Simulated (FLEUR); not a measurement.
**Au: equation of state with LDA (Moruzzi-Janak-Williams)**

**What was measured.**

From “Exploring toroidal anvil profiles for larger sample volumes above 4 Mbar”, 2024, pmc:11102561, for a bulk crystal of Au: bulk modulus 167 GPa.

Crystal: Au.

```
Au
1.0
     0.00000    2.03500    2.03500
     2.03500    0.00000    2.03500
     2.03500    2.03500    0.00000
Au
1
Cartesian
  0.0000 0.0000 0.0000
```

| Quantity | Value |
| --- | --- |
| Program | FLEUR MaX-R8.1 (later development tree) |
| Task | equation of state |
| Functional | LDA (Moruzzi-Janak-Williams) |
| Potentials or basis | all-electron |
| Basis | FLAPW |
| Kmax | 3.8 1/bohr |
| k mesh | 11 × 11 × 11 |
| Occupations | fermi-dirac, width 0.05 eV |
| Spin | no spin polarisation |

```yaml
Equilibrium_volume: 16.60 Å³/atom
Bulk_modulus: 196 GPa
Pressure_derivative_of_the_bulk_modulus: "6.1 (rough: it moves with the points fitted)"
```

Energy against volume, from the lowest point:
```csv
volume (Å³/atom),energy (meV/atom)
15.843,21.41
16.181,4.72
16.855,0.00
17.529,25.58
17.866,47.19
```

A measured bulk modulus of Au is 167 GPa (quoted in “Exploring toroidal anvil profiles for larger sample volumes above 4 Mbar”, 2024, pmc:11102561); the calculated 196 GPa misses it by +17.3 %. The fit is for a static lattice scaled at fixed shape and fixed fractional positions.

The run has no spin-orbit coupling, so splittings on Au are missing.
